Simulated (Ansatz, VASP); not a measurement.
One calculation of AlN, two programs

```
CELL_PARAMETERS angstrom
0.00000 2.20159 2.20159
2.20159 0.00000 2.20159
2.20159 2.20159 0.00000
ATOMIC_POSITIONS crystal
Al 0.00000 0.00000 0.00000
N 0.75000 0.75000 0.75000
```

Alike in both runs: functional PBE; k mesh 10 × 10 × 10; occupations gaussian, width 0.02 eV; no spin polarisation.

Ansatz relaxed the structure, and its values are those at the end. VASP's run is a single point on that final structure, the one shown.

|  | VASP | Ansatz |
| --- | --- | --- |
| version | VASP 6.6.1 | Ansatz 0.2.0 |
| potentials or method | VASP PAW PBE potentials, release 64 (Al, N) | scalar-relativistic, plane waves, PAW |
| plane-wave cutoff (eV) | 520 | 420 |
| valence electrons in the cell | 8 | 8 |

|  | VASP | Ansatz | Ansatz less VASP |
| --- | --- | --- | --- |
| gap on the k mesh at the Fermi level (eV) | 3.30 | 3.31 | +0.007 |
| least direct gap on the mesh (eV) | 3.98 | 3.98 | -0.009 |
| pressure (GPa) | -0.3 | 0.0 | +0.29 |

With one functional, cell and mesh, what is left measures potentials, basis and numerics.

A k mesh can miss the band edges.
